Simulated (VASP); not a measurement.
Write the native input for VASP 6.6.1 that does the following.

* Task: single point
* Functional: PBE
* Potentials or basis: VASP PAW PBE potentials, release 64 (Cu)
* Cutoff: 700 eV
* k mesh: 14 × 14 × 14
* Occupations: gaussian, width 0.1 eV
* Spin: no spin polarisation
* Further INCAR settings: ALGO = Fast; EDIFF = 1e-07

The structure of Cu lies in POSCAR:

```
Cu
1.0
    0.0000000000      1.8075000000      1.8075000000
    1.8075000000      0.0000000000      1.8075000000
    1.8075000000      1.8075000000      0.0000000000
Cu
1
Direct
    0.0000000000      0.0000000000      0.0000000000
```

One way to write it, as run:

INCAR

```
SYSTEM = Cu
ALGO = Fast
EDIFF = 1E-7
ENCUT = 700
GGA = PE
ISIF = 2
ISMEAR = 0
LASPH = .TRUE.
LCHARG = .FALSE.
LREAL = .FALSE.
LWAVE = .FALSE.
NELM = 60
PREC = Accurate
SIGMA = 0.1
```

KPOINTS

```
k-points
0
G
  14 14 14
  0 0 0
```

Potentials or basis: VASP PAW PBE potentials, release 64 (Cu).

Command:

```sh
$ cat potpaw_PBE.64/Cu/POTCAR > POTCAR
$ mpirun -np 1 vasp_std > vasp.out
```

It gave:

- Pressure: 2.8 GPa
- Band gap on the k mesh: none (metal or under the smearing width)

Run time: 13 s on 1 thread of Intel(R) Xeon(R) Platinum 8488C (Sapphire Rapids), with other jobs on the host, peak memory 0.14 GiB.
